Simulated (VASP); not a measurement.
W, 1 atom in the cell. It takes space group Im-3m (No. 229, cubic). Conventional cell: a = 3.153 Å, b = 3.153 Å, c = 3.153 Å, α = 90.00°, β = 90.00°, γ = 90.00°. W (site symmetry m-3m) has 8 W at 2.73 Å as nearest neighbours.  The cell isn't the ideal one: a relaxed cell with its volume scaled by 0.97.

```yaml
Program: VASP 6.6.1
Task: single point
Functional: PBE
Potentials_or_basis: VASP PAW PBE potentials, release 64 (W_sv)
Cutoff: 520 eV
k_mesh: 18 × 18 × 18
Occupations: methfessel-paxton, width 0.2 eV
Spin: no spin polarisation
Further_INCAR_settings: ALGO = Normal; EDIFF = 1e-07
```

Potentials or basis: VASP PAW PBE potentials, release 64 (W_sv).

Run with:

```sh
$ cat potpaw_PBE.64/W_sv/POTCAR > POTCAR
$ mpirun -np 1 vasp_std > vasp.out
```

Hardware: 1 thread of AMD EPYC 9R45 96-Core Processor (Zen 5), on a shared host.

Problem. How long does it take, and how much memory?

Solution. Wall time 13 s on 1 thread of AMD EPYC 9R45 96-Core Processor (Zen 5), on a shared host, peak memory 0.12 GiB. Counts: scf iterations 13, k points 195.
